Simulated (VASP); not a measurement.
BAs:

```
As B
1.0
     0.00000    2.38850    2.38850
     2.38850    0.00000    2.38850
     2.38850    2.38850    0.00000
As B
1 1
Direct
  0.75000 0.75000 0.75000
  0.00000 0.00000 0.00000
```

```yaml
Program: VASP 6.6.1
Task: relaxation of cell and atoms
Functional: BEEF-vdW
Potentials_or_basis: VASP PAW PBE potentials, release 64 (As, B)
Cutoff: 600 eV
k_mesh: 10 × 10 × 10
Occupations: fermi-dirac, width 0.05 eV
Spin: no spin polarisation
```

At the start: pressure 4.3 GPa; volume 13.63 Å³/atom.

Question: How do energy, volume and symmetry change on relaxing?

Answer: Over 3 steps the energy falls by 5.6 meV/atom and the volume is 14.06 Å³/atom (+3.2 %); space group F-43m (No. 216, to 0.05 Å).

The path:
```csv
step,energy change (eV),largest force (eV/Å),pressure (GPa),volume (Å³)
1,0.0000,0.0000,4.27,27.25
2,-0.0062,0.0000,-2.60,28.71
3,-0.0111,0.0000,0.01,28.11
```

Final structure:
```
CELL_PARAMETERS angstrom
0.00000 2.41333 2.41333
2.41333 0.00000 2.41333
2.41333 2.41333 0.00000
ATOMIC_POSITIONS crystal
As 0.75000 0.75000 0.75000
B 0.00000 0.00000 0.00000
```

Caveat: the PAW data sets were made with another functional, which shifts forces and pressure a little.
